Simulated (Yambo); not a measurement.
# PbSe (Clausthalite) (Fm-3m) in Yambo: notebook

One crystal, PbSe (Clausthalite), is run at these levels: PBE; tasks: optical spectrum.

All numbers are computed with Yambo 5.3.0; they aren't measurements. Logs are shortened: lines on timing, memory, paths and dates and some standing lists are left out, and cuts for length are marked.

**Experimental background.**

From a printed reference work, monograph, for a bulk crystal of PbSe: band gap 0.28 eV (direct) at 300 K; band gap 0.15 eV (direct) at 4.2 K.

The results are compared with them further down.

### 1 Starting point

It takes space group Fm-3m (No. 225, cubic). Conventional cell: a = 6.121 Å, b = 6.121 Å, c = 6.121 Å, α = 90.00°, β = 90.00°, γ = 90.00°. Around Pb (site symmetry m-3m) lie 6 Se at 3.06 Å. Se (site symmetry m-3m) is surrounded by 6 Pb at 3.06 Å.

### 2 Optical spectrum, PBE

optics2.in reads:

```
optics
chi
tddft
Chimod= "ALDA"
% BndsRnXd
 1 | 35 |
%
NGsBlkXd= 1 Ry
% LongDrXd
 0 | 0 | 1 |
%
% QpntsRXd
 1 | 1 |
%
% EnRngeXd
 0 | 20 | eV
%
% DmRngeXd
 0.1 | 0.1 | eV
%
ETStpsXd= 300
FxcGRLc= 1 Ry
VXCRLvcs= 1 Ry
```

scf.in reads:

```
&CONTROL
  calculation = 'scf'
  prefix = 'pwscf'
  outdir = './tmp'
  pseudo_dir = './pseudo'
/
&SYSTEM
  ibrav = 0
  nat = 2
  ntyp = 2
  ecutwfc = 86
  nbnd = 22
  occupations = 'smearing'
  smearing = 'fd'
  degauss = 0.00367493
  force_symmorphic = .true.
/
&ELECTRONS
  conv_thr = 4d-10
  electron_maxstep = 120
  mixing_beta = 0.5
/
ATOMIC_SPECIES
Pb   207.2000 Pb.upf
Se    78.9710 Se.upf
CELL_PARAMETERS angstrom
   0.0000000000    3.0606500000    3.0606500000
   3.0606500000    0.0000000000    3.0606500000
   3.0606500000    3.0606500000    0.0000000000
ATOMIC_POSITIONS crystal
Pb     0.0000000000    0.0000000000    0.0000000000
Se     0.5000000000    0.5000000000    0.5000000000
K_POINTS automatic
12 12 12 0 0 0
```

nscf.in reads:

```
&CONTROL
  calculation = 'nscf'
  prefix = 'pwscf'
  outdir = './tmp'
  pseudo_dir = './pseudo'
/
&SYSTEM
  ibrav = 0
  nat = 2
  ntyp = 2
  ecutwfc = 86
  nbnd = 35
  occupations = 'fixed'
  force_symmorphic = .true.
/
&ELECTRONS
  conv_thr = 1d-08
  diago_full_acc = .true.
  diago_thr_init = 1d-06
/
ATOMIC_SPECIES
Pb   207.2000 Pb.upf
Se    78.9710 Se.upf
CELL_PARAMETERS angstrom
   0.0000000000    3.0606500000    3.0606500000
   3.0606500000    0.0000000000    3.0606500000
   3.0606500000    3.0606500000    0.0000000000
ATOMIC_POSITIONS crystal
Pb     0.0000000000    0.0000000000    0.0000000000
Se     0.5000000000    0.5000000000    0.5000000000
K_POINTS automatic
12 12 12 0 0 0
```

Potentials or basis: PseudoDojo 0.4.1 SR PBE standard.

On the command line:

```bash
OMP_NUM_THREADS=1 pw.x -in scf.in > scf.out
OMP_NUM_THREADS=1 pw.x -in nscf.in > nscf.out
cd tmp/pwscf.save; p2y; mv SAVE ../..; cd ../..
OMP_NUM_THREADS=1 yambo
OMP_NUM_THREADS=1 yambo -F optics2.in -J optics2 -C optics2_out
```

Yambo's report:

```text
[... sections 02.01 to 02.04 as in the set-up run ...]

[... 5 lines left out ...]
  [X] Bosonic    Temperature                        :  0.000000  0.000000 [eV K]
  [X] Finite Temperature mode                       : no
  [X] El. density                                   :  0.52318E+24 [cm-3]
  [X] Fermi Level                                   :  9.493051 [eV]

  [X] === Gaps and Widths ===
  [X] Conduction Band Min                           :  0.295832 [eV]
  [X] Valence Band Max                              :  0.000000 [eV]
  [X] Filled Bands                                  :  15
  [X] Empty Bands                                   :   16   35
  [X] Direct Gap                                    :  0.295832 [eV]
  [X] Direct Gap localized at k                     :   7
  [X] Indirect Gap                                  :  0.295832 [eV]
  [X] Indirect Gap between kpts                     :   7   7
  [X] Last valence band width                       :  3.228631 [eV]
  [X] 1st conduction band width                     :  4.417045 [eV]

 [03] Transferred momenta grid and indexing
 ==========================================

 IBZ Q-points                                      :   72
 BZ  Q-points                                      :  1728

 K/Q-points units:
 rlu = crystal or reduced units; cc = cartesian coordinates; iku = interal k-units

 Q [ 1]         [rlu]:  0.000000  0.000000  0.000000
 Q [ 2]         [rlu]: -0.19031E-17 -0.19031E-17  0.83333E-01
 Q [ 3]         [rlu]:  0.89685E-17 -0.18787E-16  0.16667
 Q [ 4]         [rlu]: -0.51579E-17 -0.51579E-17  0.25000
 Q [ 5]         [rlu]:  0.17937E-16 -0.37574E-16  0.33333
 Q [ 6]         [rlu]:  0.17688E-16 -0.37823E-16  0.41667
 Q [ 7]         [rlu]:  0.10316E-16  0.10316E-16 -0.50000
 Q [ 8]         [rlu]:  0.31012E-17  0.83333E-01  0.83333E-01
 Q [ 9]         [rlu]:  0.50358E-17  0.83333E-01  0.16667
 Q [10]         [rlu]:  0.21743E-16  0.83333E-01  0.25000
 Q [11]         [rlu]: -0.51579E-17  0.83333E-01  0.33333
 Q [12]         [rlu]:  0.22349E-16  0.83333E-01  0.41667
 Q [13]         [rlu]:  0.17688E-16  0.83333E-01  0.50000
 Q [14]         [rlu]: -0.13028E-16  0.83333E-01 -0.41667
 Q [15]         [rlu]:  0.12429E-17  0.83333E-01 -0.33333
[... 33 lines left out ...]
 Q [49]         [rlu]:  0.083333  0.250000  0.333333
 Q [50]         [rlu]:  0.083333  0.250000  0.416667

 Remaining 22 points informations can be written running with -fatlog

 [04] Dipoles
 ============

  [04.01] Setup: observables and procedures
  =========================================

  [WF-Oscillators/G space/Transverse up loader] Normalization (few states)  min/max  :  0.75739E-17   1.0000

  [WR./optics2//ndb.dipoles]------------------------------------------------------
   Brillouin Zone Q/K grids (IBZ/BZ)                :    72  1728    72  1728
   RL vectors                                       :   6423 [WF]
   Fragmentation                                    : yes
   Electronic Temperature                           :  0.000000 [K]
   Bosonic    Temperature                           :  0.000000 [K]
   DIP band range                                   :    1   35
   DIP band range limits                            :  15  16
   DIP e/h energy range                             : -1.000000 -1.000000 [eV]
   RL vectors in the sum                            :   6423
   [r,Vnl] included                                 : yes
   Bands ordered                                    : yes
   Direct v evaluation                              : no
   Approach used                                    : G-space v
   Dipoles computed                                 : R V P [G-space]
   Wavefunctions                                    : Perdew, Burke & Ernzerhof(X)+Perdew, Burke & Ernzerhof(C)

  [WARNING] [r,Vnl^pseudo] included in position and velocity dipoles.

  [WARNING] In case H contains other non local terms, these are neglected

 [05] Optics
 ===========

 [xc] Functional : Perdew, Burke & Ernzerhof(X)+Perdew, Burke & Ernzerhof(C)
 [xc] LIBXC used to calculate xc functional
  PP Number of Atomic Species                      :  2
  NLCC RL compoments                               :   41655
 [X-CG] R(p) Tot o/o(of R):    14364   518400      100
```

o-optics2.eps_q1_inv_alda_dyson:

```text
# Absorption @ Q(1):   0.00000000      0.00000000      1.00000000    [q->0 direction]
#
# [ X ] Hartree size                              :  15
# [GEN] GF Energies                               : Perdew, Burke & Ernzerhof(X)+Perdew, Burke & Ernzerhof(C)
# [GEN] Green`s Function                          : T-ordered
#
# [GEN] Gauge                                     : Length
# [GEN] [r,Vnl] included                          : yes
#
#    E[1] [eV]          Im(eps)            Re(eps)            Im(eps_o)          Re(eps_o)
#
        0.000000           1.894349           23.98400           1.922128           24.68604
        0.066890           2.028472           24.08620           2.056417           24.78841
        0.133779           2.527436           24.37211           2.556032           25.07457
        0.200669           3.745657           24.60204           3.775336           25.30287
        0.267559           5.773506           23.43693           5.796066           24.13086
        0.334448           5.514627           20.48734           5.519263           21.19713
[... 292 lines left out ...]
        19.93311           0.572382           0.440015           0.612158           0.429133
        20.00000           0.545235           0.493661           0.607971           0.498335
#
```

It took 3.5 min on 1 thread of Arm Neoverse V2, shared host; peak memory 0.9 GiB.

What came out:

```
Band gap on the k mesh, mean-field level                              : 0.30 eV, direct
Absorption peak                                                       : 2.27 eV
Electronic dielectric constant along the field                        : 23.98
Electronic dielectric constant along the field, independent particles : 24.69
```

Dielectric function (along the field direction of the input):
| energy (eV) | real part | imaginary part |
| --- | --- | --- |
| 0.27 | 23.44 | 5.77 |
| 0.94 | 26.46 | 3.77 |
| 1.61 | 29.43 | 9.61 |
| 2.27 | 17.55 | 49.06 |
| 2.94 | -10.32 | 24.82 |
| 3.61 | -11.82 | 11.58 |
| 4.35 | -6.80 | 6.23 |
| 5.02 | -4.01 | 3.89 |
| 5.69 | -2.31 | 2.69 |
| 6.35 | -0.92 | 2.21 |
| 7.02 | -1.44 | 2.91 |
| 7.69 | 0.10 | 3.05 |
| 8.43 | -0.82 | 2.89 |
| 9.10 | -0.92 | 2.11 |
| 9.77 | -0.74 | 1.72 |
| 10.43 | -0.75 | 1.57 |
| 11.10 | -0.58 | 1.39 |
| 11.77 | -0.34 | 1.18 |
| 12.51 | -0.19 | 1.08 |
| 13.18 | -0.33 | 0.78 |
| 13.85 | -0.33 | 0.64 |
| 14.52 | 0.02 | 0.43 |
| 15.18 | 0.21 | 0.41 |
| 15.85 | 0.36 | 0.33 |
| 16.59 | 0.55 | 0.36 |
| 17.26 | 0.65 | 0.44 |
| 17.93 | 0.86 | 0.70 |
| 18.60 | 0.72 | 0.84 |
| 19.26 | 0.38 | 0.81 |
| 20.00 | 0.49 | 0.55 |

Caveat: the LDA kernel is used on GGA states, which is inconsistent by a few percent; these spectra lack excitons; spin-orbit coupling is left out, which as a rule narrows the gap of such compounds by several tenths of an eV.

### 3 Optical spectrum, PBE

optics3.in reads:

```
optics
chi
Chimod= "IP"
% BndsRnXd
 1 | 35 |
%
% LongDrXd
 1 | 1 | 1 |
%
% QpntsRXd
 1 | 1 |
%
% EnRngeXd
 0 | 15 | eV
%
% DmRngeXd
 0.2 | 0.2 | eV
%
ETStpsXd= 300
```

scf.in is that of step 2.

nscf.in is that of step 2.

Potentials or basis: PseudoDojo 0.4.1 SR PBE standard.

On the command line:

```bash
OMP_NUM_THREADS=1 pw.x -in scf.in > scf.out
OMP_NUM_THREADS=1 pw.x -in nscf.in > nscf.out
cd tmp/pwscf.save; p2y; mv SAVE ../..; cd ../..
OMP_NUM_THREADS=1 yambo
OMP_NUM_THREADS=1 yambo -F optics3.in -J optics3 -C optics3_out
```

Yambo's report:

```text
[... sections 02.01 to 02.04 as in the set-up run ...]

  [02.05] Energies & Occupations
  ==============================

  [X] === General ===
  [X] Electronic Temperature                        :  0.000000  0.000000 [eV K]
  [X] Bosonic    Temperature                        :  0.000000  0.000000 [eV K]
  [X] Finite Temperature mode                       : no
  [X] El. density                                   :  0.52318E+24 [cm-3]
  [X] Fermi Level                                   :  9.493051 [eV]

  [X] === Gaps and Widths ===
  [X] Conduction Band Min                           :  0.295832 [eV]
  [X] Valence Band Max                              :  0.000000 [eV]
  [X] Filled Bands                                  :  15
  [X] Empty Bands                                   :   16   35
  [X] Direct Gap                                    :  0.295832 [eV]
  [X] Direct Gap localized at k                     :   7
  [X] Indirect Gap                                  :  0.295832 [eV]
  [X] Indirect Gap between kpts                     :   7   7
  [X] Last valence band width                       :  3.228631 [eV]
  [X] 1st conduction band width                     :  4.417045 [eV]

 [03] Transferred momenta grid and indexing
 ==========================================

 IBZ Q-points                                      :   72
 BZ  Q-points                                      :  1728

 K/Q-points units:
 rlu = crystal or reduced units; cc = cartesian coordinates; iku = interal k-units

 Q [ 1]         [rlu]:  0.000000  0.000000  0.000000
 Q [ 2]         [rlu]: -0.19031E-17 -0.19031E-17  0.83333E-01
 Q [ 3]         [rlu]:  0.89685E-17 -0.18787E-16  0.16667
 Q [ 4]         [rlu]: -0.51579E-17 -0.51579E-17  0.25000
 Q [ 5]         [rlu]:  0.17937E-16 -0.37574E-16  0.33333
 Q [ 6]         [rlu]:  0.17688E-16 -0.37823E-16  0.41667
 Q [ 7]         [rlu]:  0.10316E-16  0.10316E-16 -0.50000
 Q [ 8]         [rlu]:  0.31012E-17  0.83333E-01  0.83333E-01
 Q [ 9]         [rlu]:  0.50358E-17  0.83333E-01  0.16667
 Q [10]         [rlu]:  0.21743E-16  0.83333E-01  0.25000
 Q [11]         [rlu]: -0.51579E-17  0.83333E-01  0.33333
 Q [12]         [rlu]:  0.22349E-16  0.83333E-01  0.41667
 Q [13]         [rlu]:  0.17688E-16  0.83333E-01  0.50000
 Q [14]         [rlu]: -0.13028E-16  0.83333E-01 -0.41667
 Q [15]         [rlu]:  0.12429E-17  0.83333E-01 -0.33333
 Q [16]         [rlu]:  0.98185E-17  0.83333E-01 -0.25000
 Q [17]         [rlu]:  0.51579E-17  0.83333E-01 -0.16667
 Q [18]         [rlu]:  0.17684E-16  0.83333E-01 -0.83333E-01
 Q [19]         [rlu]:  0.62024E-17  0.16667      0.16667
 Q [20]         [rlu]:  0.66903E-17  0.16667      0.25000
 Q [21]         [rlu]:  0.89685E-17  0.16667      0.33333
 Q [22]         [rlu]:  0.22598E-16  0.16667      0.41667
 Q [23]         [rlu]:  0.73448E-16  0.16667      0.50000
 Q [24]         [rlu]:  0.10564E-16  0.16667     -0.41667
 Q [25]         [rlu]:  0.10316E-16  0.16667     -0.33333
 Q [26]         [rlu]:  0.10067E-16  0.16667     -0.25000
 Q [27]         [rlu]:  0.98185E-17  0.16667     -0.16667
 Q [28]         [rlu]:  0.93036E-17  0.25000      0.25000
 Q [29]         [rlu]:  0.13629E-16  0.25000      0.33333
 Q [30]         [rlu]:  0.89685E-17  0.25000      0.41667
 Q [31]         [rlu]:  0.22598E-16  0.25000      0.50000
 Q [32]         [rlu]:  0.15225E-16  0.25000     -0.41667
 Q [33]         [rlu]:  0.10564E-16  0.25000     -0.33333
 Q [34]         [rlu]:  0.10316E-16  0.25000     -0.25000
 Q [35]         [rlu]:  0.12405E-16  0.33333      0.33333
 Q [36]         [rlu]:  0.13629E-16  0.33333      0.41667
 Q [37]         [rlu]:  0.11175E-16  0.33333      0.50000
 Q [38]         [rlu]:  0.80315E-16  0.33333      0.58333
 Q [39]         [rlu]:  0.15225E-16  0.33333     -0.33333
 Q [40]         [rlu]:  0.15506E-16  0.41667      0.41667
 Q [41]         [rlu]:  0.13629E-16  0.41667      0.50000
 Q [42]         [rlu]:  0.13381E-16  0.41667      0.58333
 Q [43]         [rlu]: -0.18607E-16 -0.50000     -0.50000
 Q [44]         [rlu]:  0.083333  0.166667  0.250000
 Q [45]         [rlu]:  0.083333  0.166667  0.333333
 Q [46]         [rlu]:  0.083333  0.166667  0.416667
 Q [47]         [rlu]:  0.083333  0.166667  0.500000
 Q [48]         [rlu]:  0.083333  0.166667 -0.416667
 Q [49]         [rlu]:  0.083333  0.250000  0.333333
 Q [50]         [rlu]:  0.083333  0.250000  0.416667

 Remaining 22 points informations can be written running with -fatlog

 [04] Dipoles
 ============

  [04.01] Setup: observables and procedures
  =========================================

  [WF-Oscillators/G space/Transverse up loader] Normalization (few states)  min/max  :  0.75739E-17   1.0000

  [WR./optics3//ndb.dipoles]------------------------------------------------------
   Brillouin Zone Q/K grids (IBZ/BZ)                :    72  1728    72  1728
   RL vectors                                       :   6423 [WF]
   Fragmentation                                    : yes
   Electronic Temperature                           :  0.000000 [K]
   Bosonic    Temperature                           :  0.000000 [K]
   DIP band range                                   :    1   35
   DIP band range limits                            :  15  16
   DIP e/h energy range                             : -1.000000 -1.000000 [eV]
   RL vectors in the sum                            :   6423
   [r,Vnl] included                                 : yes
   Bands ordered                                    : yes
   Direct v evaluation                              : no
   Approach used                                    : G-space v
   Dipoles computed                                 : R V P [G-space]
   Wavefunctions                                    : Perdew, Burke & Ernzerhof(X)+Perdew, Burke & Ernzerhof(C)

  [WARNING] [r,Vnl^pseudo] included in position and velocity dipoles.

  [WARNING] In case H contains other non local terms, these are neglected

 [05] Optics
 ===========

 [X-CG] R(p) Tot o/o(of R):    14364   518400      100
```

It took 3.4 min on 1 thread of Arm Neoverse V2, shared host; peak memory 0.31 GiB.

What came out:

- Band gap on the k mesh, mean-field level: 0.30 eV, direct
- Absorption peak: 2.31 eV
- Electronic dielectric constant along the field: 23.83

Dielectric function (along the field direction of the input):
| energy (eV) | real part | imaginary part |
| --- | --- | --- |
| 0.25 | 23.10 | 4.56 |
| 1.00 | 25.67 | 6.41 |
| 1.76 | 29.36 | 16.88 |
| 2.56 | 2.90 | 32.57 |
| 3.31 | -8.38 | 21.56 |
| 4.11 | -6.83 | 7.57 |
| 4.87 | -4.11 | 4.98 |
| 5.67 | -2.17 | 3.24 |
| 6.42 | -0.50 | 2.98 |
| 7.22 | -0.48 | 3.06 |
| 7.98 | -0.96 | 3.81 |
| 8.78 | -1.31 | 2.49 |
| 9.53 | -0.95 | 2.38 |
| 10.33 | -0.97 | 1.93 |
| 11.09 | -0.90 | 1.59 |
| 11.89 | -0.69 | 1.29 |
| 12.64 | -0.63 | 1.10 |
| 13.44 | -0.41 | 0.77 |
| 14.20 | -0.21 | 0.51 |
| 15.00 | 0.05 | 0.44 |

Caveat: independent-particle spectra lack excitons; spin-orbit coupling is left out, which as a rule narrows the gap of such compounds by several tenths of an eV.

(Part 1 of 2 ends here.)
